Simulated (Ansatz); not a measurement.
AlNi: how the energy converges with the cutoff

AlNi, Cmmm, a = 3.877 Å, b = 3.906 Å, c = 3.099 Å. The structure is a Materials Project entry; whether it is the stable form wasn't checked. Ansatz: PBEsol, PAW, cutoff varied, Γ-centred 16×16×14 mesh on 2 atoms, Gaussian smearing 0.10 eV; no spin polarisation. Single points at one geometry, the cutoff alone changed; ΔE is the energy at zero smearing over the run at 850 eV (runs within 0.3 meV/atom of it are left out). The runs up to 380 eV lie under the cutoff recommended for these PAW datasets.

```tsv
cutoff (eV)	ΔE (meV/atom)
150	?
200	7655.90
250	1297.08
300	173.37
350	14.37
380	3.36
420	1.38
460	0.94
520	0.56
600	0.37
```

Assume ΔE falls exponentially with the cutoff, fit y = ln ΔE against x, the cutoff in eV, to the other rows, and predict the missing value.

y = 8.943, 7.168, 5.155, 2.665, 1.212, 0.322, -0.062, -0.580, -0.994. Means x = 386.7, y = 2.6477; Σ(Δx)² = 132200, ΣΔxΔy = -3485; the slope is their ratio. y = 12.84 − 0.02636 x, a factor of ten per 87 eV. At 150 eV this gives ΔE = 7230.04 meV/atom. The run gave 45032.50, a ratio of 0.16. Between neighbouring rows the decay runs from a factor of ten per 46 eV to one per 444 eV, so one exponential is only a rough guide. The fast fall gives way to a slow tail, so a fit to low cutoffs promises convergence too early.